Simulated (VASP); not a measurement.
# MnS (P4_2/mmc) in VASP: a series of runs

Runs on MnS. Level: PBEsol+U. Tasks: single point.

Everything below comes from runs of VASP 6.6.1. Logs are shortened: lines on timing, memory, paths and dates and some standing lists are left out, and cuts for length are marked.

### 1 The structure

It takes space group P4_2/mmc (No. 131, tetragonal). Conventional cell: a = 4.306 Å, b = 4.306 Å, c = 5.361 Å, α = 90.00°, β = 90.00°, γ = 90.00°. Around Mn (site symmetry mmm) lie 4 S at 2.54 Å. S (site symmetry -4m2) is surrounded by 4 Mn at 2.54 Å and 2 S at 2.68 Å.

Measurements of this composition are mostly on another form, of space group No. 225.

### 2 Single point, PBEsol+U, collinear spin, random start

Input file INCAR:

```
ALGO = Normal
EDIFF = 1E-6
ENCUT = 520
GGA = PS
ISIF = 2
ISMEAR = 0
ISPIN = 2
LASPH = True
LCHARG = False
LDAU = True
LDAUJ = 0 0
LDAUL = 2 -1
LDAUPRINT = 1
LDAUTYPE = 2
LDAUU = 3 0
LMAXMIX = 4
LORBIT = 11
LREAL = False
LWAVE = False
MAGMOM = -3.49 2.53 0 0
NBANDS = 31
NELM = 150
PREC = Accurate
SIGMA = 0.05
```

Input file KPOINTS:

```
k-points
0
Gamma
  5 5 4
```

Input file POSCAR:

```
MnS
1.0
    4.3056791600      0.0000000000      0.0000000000
    0.0000000000      4.3056791600      0.0000000000
    0.0000000000      0.0000000000      5.3605806400
Mn S
2 2
Direct
    0.0000000000      0.5000000000      0.0000000000
    0.5000000000      0.0000000000      0.5000000000
    0.0000000000      0.0000000000      0.2500000000
    0.0000000000      0.0000000000      0.7500000000
```

Potentials or basis: VASP PAW PBE potentials, release 64 (Mn_pv, S).

Started as:

```console
$ cat potpaw_PBE.64/Mn_pv/POTCAR potpaw_PBE.64/S/POTCAR > POTCAR
$ mpirun -np 1 vasp_std > vasp.out
```

OUTCAR:

```text
EDIFF = 1E-6
   ENCUT = 520
   GGA = PS
   ISIF = 2
   ISMEAR = 0
   ISPIN = 2
   LASPH = True
   LORBIT = 11
   LREAL = False
   NELM = 150
   PREC = Accurate

 ion  position               nearest neighbor table
   1  0.000  0.500  0.000-   3 2.54   4 2.54   3 2.54   4 2.54
   2  0.500  0.000  0.500-   3 2.54   4 2.54   3 2.54   4 2.54
   3  0.000  0.000  0.250-   1 2.54   2 2.54   1 2.54   2 2.54   4 2.68   4 2.68
   4  0.000  0.000  0.750-   1 2.54   2 2.54   1 2.54   2 2.54   3 2.68   3 2.68

  LATTYP: Found a simple tetragonal cell.
 ALAT       =     4.3056791600
 C/A-ratio  =     1.2450023424

  Lattice vectors:

 A1 = (   4.3056791600,   0.0000000000,   0.0000000000)
 A2 = (   0.0000000000,   4.3056791600,   0.0000000000)
 A3 = (   0.0000000000,   0.0000000000,   5.3605806400)

Analysis of symmetry for initial positions (statically):
=====================================================================
 Subroutine PRICEL returns:
 Original cell was already a primitive cell.

 Routine SETGRP: Setting up the symmetry group for a
 simple tetragonal supercell.

 Subroutine GETGRP returns: Found 16 space group operations
 (whereof  8 operations were pure point group operations)
 out of a pool of 16 trial point group operations.

The static configuration has the point symmetry D_2h.
 The point group associated with its full space group is D_4h.

Analysis of symmetry for dynamics (positions and initial velocities):
=====================================================================
 Subroutine PRICEL returns:
 Original cell was already a primitive cell.

 Routine SETGRP: Setting up the symmetry group for a
 simple tetragonal supercell.

 Subroutine GETGRP returns: Found 16 space group operations
 (whereof  8 operations were pure point group operations)
 out of a pool of 16 trial point group operations.

The dynamic configuration has the point symmetry D_2h.
 The point group associated with its full space group is D_4h.

Analysis of structural, dynamic, and magnetic symmetry:
=====================================================================
 Subroutine PRICEL returns:
 Original cell was already a primitive cell.

 Routine SETGRP: Setting up the symmetry group for a
 simple tetragonal supercell.

 Subroutine GETGRP returns: Found  8 space group operations
 (whereof  8 operations were pure point group operations)
 out of a pool of 16 trial point group operations.

The overall configuration has the point symmetry D_2h.

 Subroutine INISYM returns: Found  8 space group operations
 (whereof  8 operations are pure point group operations),
 and found     1 'primitive' translations

----------------------------------------------------------------------------------------

                                     Primitive cell

  volume of cell :      99.3791

  direct lattice vectors                    reciprocal lattice vectors
     4.305679160  0.000000000  0.000000000     0.232251397  0.000000000  0.000000000
[... 152 lines left out ...]
  0.0000  0.0000  0.0000  0.0185  0.0000
  0.0000  0.0000  0.0109  0.0000  0.0786

spin component  2

  0.9274  0.0000  0.0000  0.0000  0.0000
  0.0000  0.9402  0.0000 -0.0000  0.0000
  0.0000  0.0000  0.9247  0.0000 -0.0041
  0.0000 -0.0000  0.0000  0.9289  0.0000
  0.0000  0.0000 -0.0041  0.0000  0.9093

 occupancies and eigenvectors

  o =  0.0185  v =  0.0000  0.0000  0.0000  1.0000  0.0000  0.0000  0.0000  0.0000  0.0000  0.0000      0.0000  0.0000  0.0000  0.0000  0.0000  0.0000  0.0000  0.0000  0.0000  0.0000
  o =  0.0199  v =  0.0000 -0.0000  0.9832  0.0000 -0.1826  0.0000  0.0000  0.0000  0.0000  0.0000      0.0000  0.0000  0.0000  0.0000  0.0000  0.0000  0.0000  0.0000  0.0000  0.0000
  o =  0.0232  v =  1.0000  0.0000  0.0000  0.0000  0.0000  0.0000  0.0000  0.0000  0.0000  0.0000      0.0000  0.0000  0.0000  0.0000  0.0000  0.0000  0.0000  0.0000  0.0000  0.0000
  o =  0.0806  v =  0.0000 -0.0000 -0.1826  0.0000 -0.9832  0.0000  0.0000  0.0000  0.0000  0.0000      0.0000  0.0000  0.0000  0.0000  0.0000  0.0000  0.0000  0.0000  0.0000  0.0000
  o =  0.1473  v =  0.0000 -1.0000 -0.0000  0.0000  0.0000  0.0000  0.0000  0.0000  0.0000  0.0000      0.0000  0.0000  0.0000  0.0000  0.0000  0.0000  0.0000  0.0000  0.0000  0.0000
  o =  0.9082  v =  0.0000  0.0000  0.0000  0.0000  0.0000  0.0000 -0.0000 -0.2431  0.0000 -0.9700      0.0000  0.0000  0.0000  0.0000  0.0000  0.0000  0.0000  0.0000  0.0000  0.0000
  o =  0.9257  v =  0.0000  0.0000  0.0000  0.0000  0.0000  0.0000 -0.0000 -0.9700  0.0000  0.2431      0.0000  0.0000  0.0000  0.0000  0.0000  0.0000  0.0000  0.0000  0.0000  0.0000
  o =  0.9274  v =  0.0000  0.0000  0.0000  0.0000  0.0000  1.0000  0.0000  0.0000  0.0000  0.0000      0.0000  0.0000  0.0000  0.0000  0.0000  0.0000  0.0000  0.0000  0.0000  0.0000
  o =  0.9289  v =  0.0000  0.0000  0.0000  0.0000  0.0000  0.0000  0.0000  0.0000  1.0000 -0.0000      0.0000  0.0000  0.0000  0.0000  0.0000  0.0000  0.0000  0.0000  0.0000  0.0000
  o =  0.9402  v =  0.0000  0.0000  0.0000  0.0000  0.0000  0.0000 -1.0000  0.0000  0.0000  0.0000      0.0000  0.0000  0.0000  0.0000  0.0000  0.0000  0.0000  0.0000  0.0000  0.0000

atom =   2  type =  1  l = 2

 onsite density matrix

spin component  1

  0.9273  0.0000  0.0000  0.0000 -0.0000
  0.0000  0.9289  0.0000 -0.0000  0.0000
  0.0000  0.0000  0.9247  0.0000  0.0041
  0.0000 -0.0000  0.0000  0.9401  0.0000
 -0.0000  0.0000  0.0041  0.0000  0.9093

spin component  2

  0.0232  0.0000  0.0000  0.0000 -0.0000
  0.0000  0.0185  0.0000  0.0000  0.0000
  0.0000  0.0000  0.0220  0.0000 -0.0109
  0.0000  0.0000  0.0000  0.1473  0.0000
 -0.0000  0.0000 -0.0109  0.0000  0.0788

 occupancies and eigenvectors

  o =  0.0185  v =  0.0000  0.0000  0.0000  0.0000  0.0000  0.0000 -1.0000  0.0000  0.0000  0.0000      0.0000  0.0000  0.0000  0.0000  0.0000  0.0000  0.0000  0.0000  0.0000  0.0000
  o =  0.0200  v =  0.0000  0.0000  0.0000  0.0000  0.0000  0.0000 -0.0000 -0.9833  0.0000 -0.1820      0.0000  0.0000  0.0000  0.0000  0.0000  0.0000  0.0000  0.0000  0.0000  0.0000
  o =  0.0232  v =  0.0000  0.0000  0.0000  0.0000  0.0000  1.0000  0.0000  0.0000  0.0000  0.0000      0.0000  0.0000  0.0000  0.0000  0.0000  0.0000  0.0000  0.0000  0.0000  0.0000
  o =  0.0808  v =  0.0000  0.0000  0.0000  0.0000  0.0000  0.0000 -0.0000 -0.1820 -0.0000  0.9833      0.0000  0.0000  0.0000  0.0000  0.0000  0.0000  0.0000  0.0000  0.0000  0.0000
  o =  0.1473  v =  0.0000  0.0000  0.0000  0.0000  0.0000  0.0000  0.0000  0.0000  1.0000  0.0000      0.0000  0.0000  0.0000  0.0000  0.0000  0.0000  0.0000  0.0000  0.0000  0.0000
  o =  0.9082  v =  0.0000  0.0000 -0.2436  0.0000  0.9699  0.0000  0.0000  0.0000  0.0000  0.0000      0.0000  0.0000  0.0000  0.0000  0.0000  0.0000  0.0000  0.0000  0.0000  0.0000
  o =  0.9257  v =  0.0000 -0.0000  0.9699  0.0000  0.2436  0.0000  0.0000  0.0000  0.0000  0.0000      0.0000  0.0000  0.0000  0.0000  0.0000  0.0000  0.0000  0.0000  0.0000  0.0000
  o =  0.9273  v =  1.0000  0.0000  0.0000  0.0000  0.0000  0.0000  0.0000  0.0000  0.0000  0.0000      0.0000  0.0000  0.0000  0.0000  0.0000  0.0000  0.0000  0.0000  0.0000  0.0000
  o =  0.9289  v =  0.0000  1.0000  0.0000  0.0000  0.0000  0.0000  0.0000  0.0000  0.0000  0.0000      0.0000  0.0000  0.0000  0.0000  0.0000  0.0000  0.0000  0.0000  0.0000  0.0000
  o =  0.9401  v =  0.0000  0.0000  0.0000  1.0000  0.0000  0.0000  0.0000  0.0000  0.0000  0.0000      0.0000  0.0000  0.0000  0.0000  0.0000  0.0000  0.0000  0.0000  0.0000  0.0000

 number of electron      38.0000064 magnetization      -0.0005542

 Free energy of the ion-electron system (eV)
  ---------------------------------------------------
  ext. energy  EPLUGINS =         0.00000000
  ---------------------------------------------------
  free energy    TOTEN  =       -24.68073585 eV

  energy without entropy =      -24.67540590  energy(sigma->0) =      -24.67807087

 E-fermi :   4.1175     XC(G=0):  -8.9702

 val. band max:        4.1109332670   @ k =   0.4000   0.2000   0.2500
 cond. band min:       4.1190492597   @ k =   0.2000   0.2000   0.0000
 fundamental gap:      0.0081159927
 Fermi energy:         4.1175044301

 spin component 1

 k-point     1 :       0.0000    0.0000    0.0000
  band No.  band energies     occupation
      1     -47.3125      1.00000
      2     -47.1033      1.00000
      3     -46.9827      1.00000
      4     -42.6130      1.00000
      5     -42.4501      1.00000
      6     -42.4112      1.00000
[... 1625 lines left out ...]
     30       9.6358      0.00000
     31      11.9178      0.00000

 [... further k-points ...]

------------------------ aborting loop because EDIFF is reached ----------------------------------------

  FORCE on cell =-STRESS in cart. coord.  units (eV):
  Direction    XX          YY          ZZ          XY          YZ          ZX
  --------------------------------------------------------------------------------------
  -------------------------------------------------------------------------------------
  Total       -5.0013098     -4.9986551      5.5001367     -0.0000000      0.0000000      0.0000000
  in kB      -80.6304673    -80.5876690     88.6724900     -0.0000000      0.0000000      0.0000000
  external PRESSURE =     -24.1818821 kB  Pullay stress =       0.0000000 kB

 VOLUME and BASIS-vectors are now :
 -----------------------------------------------------------------------------
  energy-cutoff  :      520.00
  volume of cell :       99.38
      direct lattice vectors                 reciprocal lattice vectors
     4.305679160  0.000000000  0.000000000     0.232251397  0.000000000  0.000000000
     0.000000000  4.305679160  0.000000000     0.000000000  0.232251397  0.000000000
     0.000000000  0.000000000  5.360580640     0.000000000  0.000000000  0.186546956

 POSITION                                       TOTAL-FORCE (eV/Angst)
 -----------------------------------------------------------------------------------
      0.00000      2.15284      0.00000         0.000000      0.000000      0.000000
      2.15284      0.00000      2.68029         0.000000      0.000000      0.000000
      0.00000      0.00000      1.34015        -0.000000     -0.000000      0.000175
      0.00000      0.00000      4.02044         0.000000      0.000000     -0.000175
 -----------------------------------------------------------------------------------
    total drift:                                0.000000      0.000000     -0.000000

  FREE ENERGIE OF THE ION-ELECTRON SYSTEM (eV)
  ---------------------------------------------------
  free  energy   TOTEN  =       -24.6807358460 eV

  energy  without entropy=      -24.6754058951  energy(sigma->0) =      -24.67807087

 total charge

# of ion       s       p       d       tot
------------------------------------------
    1        0.235   6.154   4.902  11.291
    2        0.235   6.154   4.902  11.291
    3        1.356   2.318   0.000   3.673
    4        1.356   2.318   0.000   3.673
--------------------------------------------------
tot          3.181  16.943   9.805  29.929

 magnetization (x)

# of ion       s       p       d       tot
------------------------------------------
    1       -0.047  -0.031  -4.331  -4.409
    2        0.047   0.031   4.331   4.409
    3       -0.000  -0.000   0.000  -0.000
    4       -0.000  -0.000   0.000  -0.000
--------------------------------------------------
tot         -0.000  -0.000  -0.000  -0.000
```

It took 99 s on 1 thread of AMD EPYC 9R45 (Zen 5), shared host; peak memory 0.26 GiB.

Results:

```yaml
Free_energy: -24.6807 eV
Pressure: -2.4 GPa
Band_gap_on_the_k_mesh: none (metal or under the smearing width)
Net_moment: 0.00 μB per cell
Site_moments: Mn -4.41, +4.41; S -0.00 μB
Valence_electrons_inside_the_program's_atomic_spheres: Mn 11.29; S 3.67
```

Levels at points of the mesh, in eV from the Fermi level:
Spin up:
| k point | band 17 | band 18 | band 19 | band 20 | band 21 | band 22 |
| --- | --- | --- | --- | --- | --- | --- |
| (0.00, 0.00, 0.00) | -2.98 | -1.16 | -0.67 | 1.15 | 1.55 | 1.67 |
| (0.00, 0.00, 0.50) | -3.29 | -2.62 | -1.62 | -0.51 | 0.32 | 1.55 |
Spin down:
| k point | band 17 | band 18 | band 19 | band 20 | band 21 | band 22 |
| --- | --- | --- | --- | --- | --- | --- |
| (0.00, 0.00, 0.00) | -2.98 | -1.16 | -0.67 | 1.15 | 1.56 | 1.67 |
| (0.00, 0.00, 0.50) | -3.29 | -2.62 | -1.62 | -0.51 | 0.32 | 1.56 |

Eigenvalues of the final occupation matrices:
| site | spin | trace | eigenvalues |
| --- | --- | --- | --- |
| site 1 d | 1 | 0.29 | 0.02 0.02 0.02 0.08 0.15 |
| site 1 d | 2 | 4.63 | 0.91 0.93 0.93 0.93 0.94 |
| site 2 d | 1 | 4.63 | 0.91 0.93 0.93 0.93 0.94 |
| site 2 d | 2 | 0.29 | 0.02 0.02 0.02 0.08 0.15 |

Caveat: the PAW data sets were made with another functional, which shifts forces and pressure a little. The state reached can hang on the start; a lower one may exist.

(Continued in part 2 of 2.)
